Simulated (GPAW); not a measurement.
The system is TiCo.

```
Co Ti
1.0
     2.98611    0.00000    0.00000
     0.00000    2.98611    0.00000
     0.00000    0.00000    2.98611
Co Ti
1 1
Direct
  0.50000 0.50000 0.50000
  0.00000 0.00000 0.00000
```

The cell comes from a database or a generator and needn't be the stable form of this composition.

Base run:

- Program: GPAW 26.7.0
- Functional: PBEsol
- Potentials or basis: PAW data sets generated in the run's folder for this functional
- Cutoff: 600 eV
- Basis: pw
- k mesh: 9 × 9 × 9
- Occupations: fermi-dirac, width 0.05 eV
- Spin: collinear spin, ferromagnetic start
- Starting moments: [2.0, 1.0] μB

Its results: pressure -8.5 GPa; net moment 0.71 μB per cell; site moments Co +0.77; Ti -0.02 μB.

**Question.** The run is repeated on the same cell with these changes: functional from PBEsol to LDA; potentials or basis from PAW data sets generated in the run's folder for this functional to the program's PAW data sets (release 1.2.1) made for this functional. What comes out?

**Answer.** Pressure -15.1 GPa; net moment 0.48 μB per cell; site moments Co +0.51; Ti -0.01 μB.

Not every run made on this cell is shown here.
